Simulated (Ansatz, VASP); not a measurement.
# LiH in VASP and in Ansatz

```
Li H
1.0
     0.00000    2.00347    2.00347
     2.00347    0.00000    2.00347
     2.00347    2.00347    0.00000
Li H
1 1
Direct
  0.00000 0.00000 0.00000
  0.50000 0.50000 0.50000
```

Alike in both runs: functional PBE; k mesh 10 × 10 × 10; occupations gaussian, width 0.02 eV; no spin polarisation.

Ansatz relaxed the structure, and its values are those at the end. VASP's run is a single point on that final structure, the one shown.

|  | VASP | Ansatz |
| --- | --- | --- |
| version | VASP 6.6.1 | Ansatz 0.2.0 |
| potentials or method | VASP PAW PBE potentials, release 64 (Li_sv, H) | scalar-relativistic, plane waves, PAW |
| plane-wave cutoff (eV) | 520 | 420 |
| valence electrons in the cell | 4 | 4 |

|  | VASP | Ansatz | Ansatz less VASP |
| --- | --- | --- | --- |
| gap on the k mesh at the Fermi level (eV) | 2.98 | 2.98 | +0.006 |
| least direct gap on the mesh (eV) | 2.98 | 2.98 | +0.006 |

 A k mesh can miss the band edges. As with any semilocal functional, this PBE gap is likely too small.
